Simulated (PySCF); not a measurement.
Geometries of 3 isomers of C3H2N2, from PBE0-D3(BJ)/def2-SVP geometry optimisation, gas phase (PySCF 2.14.0). One conformer each, no zero-point energy, no frequencies.

**Question.** Which isomer lies lowest at this level?
A.
```xyz
7
angstrom
N     -2.289    0.651    0.181
C     -1.238    0.176    0.114
C      0.078   -0.455    0.034
C      1.161    0.497   -0.203
N      2.034    1.231   -0.391
H      0.275   -0.999    0.973
H      0.071   -1.202   -0.776
```
B.
```xyz
7
angstrom
N      2.376   -0.455    0.193
C      1.302   -0.035    0.083
C     -0.032    0.493   -0.080
C     -1.204   -0.363    0.007
N     -1.032    0.294    1.053
H     -0.078    1.451   -0.612
H     -1.870   -1.109   -0.430
```
C.
```xyz
7
angstrom
N      2.719   -0.385   -0.043
C      1.594   -0.108   -0.091
C      0.213    0.171   -0.137
N     -0.587    1.124   -0.323
C     -1.173   -0.240   -0.045
H     -1.653   -0.752   -0.887
H     -1.638   -0.386    0.937
```

**Answer.** A. That is malononitrile, `N#CCC#N`, 33.0 kcal/mol below the next.

```tsv
SMILES	atoms numbered as above	E (Eh)	relative (kcal/mol)	relative (kJ/mol)	dipole (D)
N#CCC#N	[N:1]#[C:2][CH2:3][C:4]#[N:5]	-224.54441	0.0	0.0	3.70
N#C[C@H]1C=N1	[N:1]#[C:2][C@H:3]1[CH:4]=[N:5]1	-224.49180	33.0	138.1	4.18
N#CC1=NC1	[N:1]#[C:2][C:3]1=[N:4][CH2:5]1	-224.48849	35.1	146.8	2.64
```

As drawn, the highest has a three-membered ring and a C=N bond, which the lowest lacks.
